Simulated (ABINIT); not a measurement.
Mn, 2 atoms in the cell. Symmetry: P6_3/mmc, No. 194, hexagonal system. The conventional cell has a = 2.484 Å, b = 2.484 Å, c = 4.026 Å, α = 90.00°, β = 90.00°, γ = 120.00°. Mn (site symmetry -6m2) is surrounded by 12 Mn at 2.47 to 2.48 Å. This isn't the form of Mn at room conditions, which is a 58-atom cubic cell.

| Quantity | Value |
| --- | --- |
| Program | ABINIT 10.8.3 (patched build) |
| Task | single point |
| Functional | PBEsol |
| Potentials or basis | JTH PAW PBE v2.0 |
| Cutoff | 707 eV |
| k mesh | 12 × 12 × 7 |
| Occupations | fermi-dirac, width 0.05 eV |
| Spin | collinear spin, ferromagnetic start |
| Starting moments | [4.0, 4.0] μB |
| Fine-grid cutoff | 1306.15 eV |

Potentials or basis: JTH PAW PBE v2.0.

Run with:

```bash
$ abinit run.abi > log 2>&1
```

Hardware: 1 thread of Arm Neoverse V1 (shared host).

Question: How long does it take, and how much memory?

Answer: Wall time 2.3 min on 1 thread of Arm Neoverse V1, on a shared host, peak memory 0.18 GiB. Counts: scf iterations 16, mpi ranks 1, k points 76, bands 21, plane waves 942.
